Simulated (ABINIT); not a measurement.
Set up this calculation in ABINIT 10.8.3 (patched build), as the native input.

```
Task                        : relaxation of cell and atoms
Functional                  : LDA
Potentials or basis         : JTH PAW LDA v2.0
Cutoff                      : 408 eV
k mesh                      : 10 × 10 × 6
Occupations                 : fermi-dirac, width 0.05 eV
Spin                        : no spin polarisation
Cell freedom (optcell)      : 2
Cutoff smearing ecutsm (Ha) : 0.5
Optimiser (ionmov)          : 2
Force stop (Ha/bohr)        : 5e-05
Fine-grid cutoff            : 816.342 eV
```

Ti:

```xyz
2
Lattice="2.9500 0.0000 0.0000 -1.4750 2.5548 0.0000 0.0000 0.0000 4.6800" Properties=species:S:1:pos:R:3 pbc="T T T"
Ti    1.4750    0.8516    3.5100
Ti    0.0000    1.7032    1.1700
```

The input as run:

run.abi

```
# Pseudopotentials
pp_dirpath "./"
pseudos "Ti.LDA_PW-JTH.xml"

# Structure
acell 3*1.0
rprim
     5.5746920676     0.0000000000     0.0000000000
    -2.7873460338     4.8278249489     0.0000000000
     0.0000000000     0.0000000000     8.8439182632
ntypat 1
znucl 22
natom 2
typat 1 1
xred
     0.6666666667     0.3333333333     0.7500000000
     0.3333333333     0.6666666667     0.2500000000
chkprim 0
chksymtnons 0
tolsym 1.0e-6

# Plane-wave basis
ecut 15.0
pawecutdg 30.0

# k points
kptopt 1
ngkpt 10 10 6
nshiftk 1
shiftk 0.0 0.0 0.0

# Exchange and correlation
ixc 7

# Bands and occupations
nband 16
occopt 3
tsmear 0.00183747

# SCF cycle
nstep 100
tolvrs 1.0e-9

# Output
iomode 3
prtwf 0
prtden 0
prteig 0
prtebands 0
enunit 2

# Relaxation
ionmov 2
ntime 60
tolmxf 5.0e-5
optcell 2
dilatmx 1.08
ecutsm 0.5
```

Potentials or basis: JTH PAW LDA v2.0.

Run with:

```sh
$ abinit run.abi > log 2>&1
```

It gave:

```
Relaxed volume                                        : 16.14 Å³/atom
Relaxed cell                                          : a = 2.870 Å, b = 2.870 Å, c = 4.525 Å, α = 90.00°, β = 90.00°, γ = 120.00°
Space group after relaxing (to 0.05 Å)                : P6_3/mmc (No. 194)
Energy gained by relaxing                             : 47.7 meV/atom
Ionic steps                                           : 7
Pressure after relaxing                               : 0.0 GPa
Band gap on the k mesh                                : none (metal or under the smearing width)
Valence electrons inside the program's atomic spheres : Ti 10.27 (radii [1.2214] Å)
```

Wall time 96 s on 1 thread of Arm Neoverse V2 (shared host), peak memory 0.1 GiB.
